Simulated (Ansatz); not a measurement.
# Si with one Si vacancy: vacancy hop, part 3 of 3

How high is the barrier for the vacancy hop? Relax the two ends, then run a nudged elastic band between them. Host space group diamond, cell charge +2.

Ansatz 0.2.0; DFT PBE, plane waves, PAW, scalar-relativistic, no spin polarisation. Earlier steps stand in the parts before.

### Step 9. Another band, settings changed

crystal.atoms is end A as relaxed above, and neb.final_atoms is end B. With 2 inner images the band has 4 in all.

input.yaml reads:

```yaml
crystal:
  lattice:
    - [10.86, 0.0, 0.0]
    - [0.0, 10.86, 0.0]
    - [0.0, 0.0, 10.86]
  atoms:
    - { symbol: Si, position: [0.49939188, 0.00145146, 0.00048864] }
    - { symbol: Si, position: [0.6251331, 0.12495192, 0.12480853] }
    - { symbol: Si, position: [0.74993428, 0.25012474, -0.00031871] }
    - { symbol: Si, position: [0.87511783, 0.37493382, 0.12478453] }
    - { symbol: Si, position: [0.74951085, -0.0001891, 0.24987339] }
    - { symbol: Si, position: [0.87670544, 0.1234243, 0.37274513] }
    - { symbol: Si, position: [0.00020993, -0.00018306, -0.00096808] }
    - { symbol: Si, position: [0.1230814, 0.12346092, 0.12618466] }
    - { symbol: Si, position: [0.25159561, 0.24925624, 0.00047642] }
    - { symbol: Si, position: [0.3751335, 0.37497765, 0.12475775] }
    - { symbol: Si, position: [0.50025496, 0.49980847, -0.00034208] }
    - { symbol: Si, position: [0.62507282, 0.6249429, 0.1248174] }
    - { symbol: Si, position: [0.75083216, 0.74846656, 0.00055516] }
    - { symbol: Si, position: [0.87668214, 0.87691623, 0.12626146] }
    - { symbol: Si, position: [0.25033098, 0.00017074, 0.24947824] }
    - { symbol: Si, position: [0.37362405, 0.12343304, 0.37677816] }
    - { symbol: Si, position: [0.49939533, 0.24924963, 0.24829815] }
    - { symbol: Si, position: [0.62515144, 0.37494888, 0.37478334] }
    - { symbol: Si, position: [0.75091588, 0.50072468, 0.2483266] }
    - { symbol: Si, position: [0.87667158, 0.62652722, 0.37683856] }
    - { symbol: Si, position: [0.5008012, -0.00025705, 0.49956967] }
    - { symbol: Si, position: [0.62507399, 0.12489735, 0.62471202] }
    - { symbol: Si, position: [0.7508835, 0.2491652, 0.50123156] }
    - { symbol: Si, position: [0.87516276, 0.37496531, 0.62467192] }
    - { symbol: Si, position: [0.75084647, 0.00144617, 0.74903446] }
    - { symbol: Si, position: [0.87504783, 0.12500335, 0.87482352] }
    - { symbol: Si, position: [-0.00138464, 0.50070744, 0.0005204] }
    - { symbol: Si, position: [0.12709912, 0.62646567, 0.12633938] }
    - { symbol: Si, position: [0.24989067, 0.75008366, -0.00090012] }
    - { symbol: Si, position: [0.37363013, 0.87291606, 0.12619588] }
    - { symbol: Si, position: [0.00027253, 0.25064056, 0.24987581] }
    - { symbol: Si, position: [0.1251479, 0.37492573, 0.37474651] }
    - { symbol: Si, position: [0.2500108, 0.49926839, 0.24990358] }
    - { symbol: Si, position: [0.37361745, 0.62647537, 0.37276347] }
    - { symbol: Si, position: [0.5007824, 0.75012461, 0.24991667] }
    - { symbol: Si, position: [0.62518658, 0.87492947, 0.37474077] }
    - { symbol: Si, position: [0.00018566, -0.00019515, 0.49960619] }
    - { symbol: Si, position: [0.12709201, 0.12329202, 0.62320229] }
    - { symbol: Si, position: [0.24990923, 0.25051908, 0.49962854] }
    - { symbol: Si, position: [0.37507834, 0.37480355, 0.62472844] }
    - { symbol: Si, position: [0.49935098, 0.50062244, 0.50128003] }
    - { symbol: Si, position: [0.6251334, 0.62488791, 0.62477641] }
    - { symbol: Si, position: [0.74943808, 0.7500729, 0.4996821] }
    - { symbol: Si, position: [0.87665385, 0.87296853, 0.62319457] }
    - { symbol: Si, position: [0.2500022, -0.00024315, 0.75044559] }
    - { symbol: Si, position: [0.37509313, 0.12494857, 0.87475384] }
    - { symbol: Si, position: [0.50023527, 0.25002779, 0.74986852] }
    - { symbol: Si, position: [0.62508022, 0.37494155, 0.87473931] }
    - { symbol: Si, position: [0.75003405, 0.49977149, 0.74989075] }
    - { symbol: Si, position: [0.87509941, 0.62497654, 0.87476914] }
    - { symbol: Si, position: [0.00015102, 0.75003743, 0.2498403] }
    - { symbol: Si, position: [0.00029274, 0.49927306, 0.49957271] }
    - { symbol: Si, position: [0.12307422, 0.62637023, 0.62331087] }
    - { symbol: Si, position: [0.25024378, 0.74975426, 0.49997286] }
    - { symbol: Si, position: [0.37365817, 0.87691551, 0.62325873] }
    - { symbol: Si, position: [-0.00139676, 0.2491587, 0.74896822] }
    - { symbol: Si, position: [0.12506192, 0.37492941, 0.87475024] }
    - { symbol: Si, position: [0.2516417, 0.5005945, 0.74906675] }
    - { symbol: Si, position: [0.37507102, 0.62490903, 0.8748762] }
    - { symbol: Si, position: [0.4993778, 0.74838776, 0.7491014] }
    - { symbol: Si, position: [0.62512038, 0.87493246, 0.87478201] }
    - { symbol: Si, position: [0.00021964, 0.75009037, 0.75042503] }
    - { symbol: Si, position: [0.1250745, 0.87494349, 0.87472269] }
total_charge: 2
basis:
  ecutwfc: 420.0
kpoints:
  mp_grid: { grid: [1, 1, 1] }
hamiltonian:
  xc: pbe
  pseudopotentials: { kind: paw, azcp: { folder: soft_1 } }
scf:
  occupations: { method: fermi_dirac, width: 0.02 }
  lower_state_search: "off"
  max_iter: 59
neb:
  images: 2
  f_tol: 0.05
  max_iterations: 50
  order_check: false
  climbing: false
  final_atoms:
    - { symbol: Si, position: [0.5, 0.0, 0.0] }
    - { symbol: Si, position: [0.62576487, 0.12655089, 0.12576487] }
    - { symbol: Si, position: [0.74996779, 0.25003221, -5.736e-05] }
    - { symbol: Si, position: [0.87344911, 0.37423513, 0.12576487] }
    - { symbol: Si, position: [0.75150045, -0.00202413, 0.25150045] }
    - { symbol: Si, position: [0.87513679, 0.12486321, 0.37513679] }
    - { symbol: Si, position: [0.0, 0.0, 0.0] }
    - { symbol: Si, position: [0.12490709, 0.12490709, 0.12429987] }
    - { symbol: Si, position: [0.25003221, 0.25003221, 5.736e-05] }
    - { symbol: Si, position: [0.37516387, 0.37516387, 0.12483613] }
    - { symbol: Si, position: [0.5, 0.5, 0.0] }
    - { symbol: Si, position: [0.62483613, 0.62483613, 0.12483613] }
    - { symbol: Si, position: [0.74996779, 0.74996779, 5.736e-05] }
    - { symbol: Si, position: [0.87509291, 0.87509291, 0.12429987] }
    - { symbol: Si, position: [0.24849955, 0.00202413, 0.25150045] }
    - { symbol: Si, position: [0.37570013, 0.12490709, 0.37509291] }
    - { symbol: Si, position: [0.49994264, 0.25003221, 0.24996779] }
    - { symbol: Si, position: [0.62576487, 0.37423513, 0.37344911] }
    - { symbol: Si, position: [0.74996779, 0.50005736, 0.24996779] }
    - { symbol: Si, position: [0.87509291, 0.62429987, 0.37509291] }
    - { symbol: Si, position: [0.5, 0.0, 0.5] }
    - { symbol: Si, position: [0.62429987, 0.12490709, 0.62490709] }
    - { symbol: Si, position: [0.75150045, 0.24849955, 0.50202413] }
    - { symbol: Si, position: [0.87509291, 0.37570013, 0.62490709] }
    - { symbol: Si, position: [0.75150045, 0.00202413, 0.74849955] }
    - { symbol: Si, position: [0.87509291, 0.12490709, 0.87570013] }
    - { symbol: Si, position: [0.0, 0.5, 0.0] }
    - { symbol: Si, position: [0.12655089, 0.62576487, 0.12576487] }
    - { symbol: Si, position: [0.25003221, 0.74996779, -5.736e-05] }
    - { symbol: Si, position: [0.37423513, 0.87344911, 0.12576487] }
    - { symbol: Si, position: [0.00202413, 0.24849955, 0.25150045] }
    - { symbol: Si, position: [0.12490709, 0.37570013, 0.37509291] }
    - { symbol: Si, position: [0.25003221, 0.49994264, 0.24996779] }
    - { symbol: Si, position: [0.37423513, 0.62576487, 0.37344911] }
    - { symbol: Si, position: [0.50005736, 0.74996779, 0.24996779] }
    - { symbol: Si, position: [0.62429987, 0.87509291, 0.37509291] }
    - { symbol: Si, position: [0.12486321, -0.12486321, 0.37513679] }
    - { symbol: Si, position: [0.12486321, 0.12486321, 0.62486321] }
    - { symbol: Si, position: [0.24849955, 0.24849955, 0.49797587] }
    - { symbol: Si, position: [0.37423513, 0.37423513, 0.62655089] }
    - { symbol: Si, position: [0.5, 0.5, 0.5] }
    - { symbol: Si, position: [0.62576487, 0.62576487, 0.62655089] }
    - { symbol: Si, position: [0.75150045, 0.75150045, 0.49797587] }
    - { symbol: Si, position: [0.87513679, 0.87513679, 0.62486321] }
    - { symbol: Si, position: [0.24849955, -0.00202413, 0.74849955] }
    - { symbol: Si, position: [0.37423513, 0.12655089, 0.87423513] }
    - { symbol: Si, position: [0.50005736, 0.25003221, 0.75003221] }
    - { symbol: Si, position: [0.62483613, 0.37516387, 0.87516387] }
    - { symbol: Si, position: [0.74996779, 0.49994264, 0.75003221] }
    - { symbol: Si, position: [0.87344911, 0.62576487, 0.87423513] }
    - { symbol: Si, position: [-0.00202413, 0.75150045, 0.25150045] }
    - { symbol: Si, position: [0.0, 0.5, 0.5] }
    - { symbol: Si, position: [0.12490709, 0.62429987, 0.62490709] }
    - { symbol: Si, position: [0.24849955, 0.75150045, 0.50202413] }
    - { symbol: Si, position: [0.37570013, 0.87509291, 0.62490709] }
    - { symbol: Si, position: [-0.00202413, 0.24849955, 0.74849955] }
    - { symbol: Si, position: [0.12655089, 0.37423513, 0.87423513] }
    - { symbol: Si, position: [0.25003221, 0.50005736, 0.75003221] }
    - { symbol: Si, position: [0.37516387, 0.62483613, 0.87516387] }
    - { symbol: Si, position: [0.49994264, 0.74996779, 0.75003221] }
    - { symbol: Si, position: [0.62576487, 0.87344911, 0.87423513] }
    - { symbol: Si, position: [0.00202413, 0.75150045, 0.74849955] }
    - { symbol: Si, position: [0.12490709, 0.87509291, 0.87570013] }
```

Command:

```
$ ansatz run input.yaml --threads 4 --pin off --max-ram 10240MiB --backend cpu --events-out ev --progress --plain --runs-dir out
```

Standard output (excerpt; [...] marks lines left out):

```text
Warning: neb: disabling space-group detection — the band's intermediate images generally break the endpoint symmetry, so no spatial operation reduces the k-mesh or symmetrises the density, except that a semilocal band can use its path's symmetry ahead of convergence; time reversal is [...]
Warning: RAYON_NUM_THREADS=4 ignored (pool sized by the plan → 4); use --threads N
[...]
Pseudopotentials: kind: paw
Pseudopotential: Si, paw, valence charge 4, recommended cutoff 420 eV (normal), <dir>
Functional definition: PBE
[...]
parallel-image band execution: 2 concurrent image workers
NEB image 0
[...]
Symmetry: 1 space group operations
k-points: 1
[...]
SCF iter   1: F=—  HF=-40066.680513 eV  |F-HF|=—  |Δ(HF+E_count)|=         —  Δρ=4.84e-2  dr2=3.20e1  ethr=3.10e-3  ⟨swp⟩=7.0  Hψ=944  notcnv=0  defer=26
[...]
NSCF: frozen V_eff on 1 k-points
NEB image 3
[...]
NSCF: frozen V_eff on 1 k-points
NEB end point (image 0): max|allowed force component| = 7.128e-3 eV/Å (the criterion of neb.relax_end_points is 1.000e-2)
NEB end point (image 3): max|allowed force component| = 7.469e-3 eV/Å (the criterion of neb.relax_end_points is 1.000e-2)
NEB image 1
SCF iter   1: F=—  HF=-40065.699974 eV  |F-HF|=—  |Δ(HF+E_count)|=         —  Δρ=4.79e-2  dr2=3.15e1  ethr=3.10e-3  ⟨swp⟩=7.0  Hψ=948  notcnv=0  defer=26
[...]
```

### Step 10. The log goes on: band between the two ends

Output, continued (excerpt; [...] marks lines left out):

```text
SCF iter   2: F=—  HF=-40060.766214 eV  |F-HF|=—  |Δ(HF+E_count)|=    4.93e0  Δρ=2.69e-2  dr2=9.30e0  ethr=3.10e-3  ⟨swp⟩=3.0  Hψ=268  notcnv=0  defer=54
[...]
SCF iter   6: F=—  HF=-40058.888672 eV  |F-HF|=—  |Δ(HF+E_count)|=   3.98e-3  Δρ=1.73e-4  dr2=2.27e-3  ethr=7.42e-6  ⟨swp⟩=2.0  Hψ=211  notcnv=0  defer=54
[...]
NEB image 2
[...]
    - { symbol: Si, position: [0.3743997337348258, 0.6256171268976722, 0.8768832185840107] }
    - { symbol: Si, position: [0.49975518268772817, 0.7487344777989668, 0.7500841559578435] }
    - { symbol: Si, position: [0.6261522900321677, 0.8739302874706832, 0.8738132333892072] }
    - { symbol: Si, position: [0.0016272263820588154, 0.7496532691165028, 0.7490667856979654] }
    - { symbol: Si, position: [0.12515583710558664, 0.8748624213489621, 0.8752211661043038] }
```

Run time: 66 s. Hardware: 4 threads of Arm Neoverse V1, shared host; peak memory 1.9 GiB.

### Step 11. What the band shows

Images 0 and 3 are the ends. Energies count from image 0; the path length is the program's own measure over all atoms.

```
image  path (Å)  energy (eV)  Si15–Si37 (Å)  Si37–Si54 (Å)  Si37–Si44 (Å)  Si6–Si37 (Å)   Si37 x y z (Å)  band force (eV/Å)
    0     0.000       0.0000           3.84           3.84           2.34          2.34   0.00 0.00 5.43                  -
    1     0.861       0.3119           3.14           3.14           2.53          2.53  0.44 -0.44 4.99              0.007
    2     1.721       0.3124           2.53           2.53           3.14          3.14  0.92 -0.92 4.51              0.007
    3     2.582       0.0002           2.35           2.35           3.84          3.84  1.36 -1.36 4.07                  -
```

image, energy (eV) and a bar:
```
        0      0.000 
        1      0.312 ##############################
        2      0.312 ##############################
        3      0.000
```

### Step 12. Summary of results

This closing draws on all 3 parts.

| quantity | value |
| --- | --- |
| end A | 3 moves, 1.114 eV lower |
| end B | 2 moves, 0.122 eV lower |
| first band: barrier forwards | 0.46 eV |
| first band: barrier backwards | 0.46 eV |
| first band: second end relative to first | 0.000 eV |
| first band: highest image | 2 of 0 to 4, climbing |
| first band: band iterations | 4 |
| first band: lowest curvatures at the top | -1.53 and 1.30 eV/Å² |
| second band | top 0.312 eV above image 0, 4 iterations, 2 inner images, none climbing |
| time, first and second band | 4 min and 66 s |

**Reading.** In the first band: the barrier from the first end is 0.46 eV, 18 times kT at 300 K; with a typical attempt rate of 10^13 per second that is roughly 10^5 events a second. The two ends lie within 1 meV of each other. One curvature at the top is negative and the next is not: a first-order saddle point. The top still moved by 20 meV in the last iteration, which bounds the digits to trust. The second band's top lies 146 meV below the first's, as a band that doesn't climb stops under the top. As for the second band: no image climbs in it. A cell of 63 atoms lets the moving atom feel its images, and convergence in size and mesh was not shown. The charged cell sits in a uniform background, with no correction for images.
